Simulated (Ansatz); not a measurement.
# SrF2: F vacancy

Base system: an 18-atom supercell of SrF2 in the fluorite structure (space group Fm-3m, No. 225; a = 5.857 Å) at its relaxed geometry.

It is then changed as follows: one F atom is removed, atoms relaxed at fixed cell, starting from a slightly rattled geometry.

The values are results of PBE (Ansatz, a quantum-chemistry and plane-wave program, PAW, spin-orbit coupling left out), not measurements. Γ-centred 4×4×4 mesh, Fermi–Dirac width 0.01 eV.

| quantity | base | changed | shift |
|---|---|---|---|
| pressure | 0.0 GPa | 0.4 GPa | +0.4 GPa |
| gap of the supercell | 6.78 eV | 0.12 eV | -6.66 eV |
| total moment of the cell | – | 1.0 μB | – |
| largest displacement of a host atom from its site in the perfect cell | – | 0.04 Å | – |
| mean distance from the defect site to its nearest host atoms | 2.54 Å | 2.57 Å | +0.035 Å |

Other magnetic orders, which the real material may have, were not ruled out. In so small a cell the defect repeats every few ångströms: this is an ordered compound, not a dilute defect. Where the two band edges lie in opposite spin channels, the gap is a spin-flip gap. The defect cell is spin-polarised and ends with 1.0 μB.
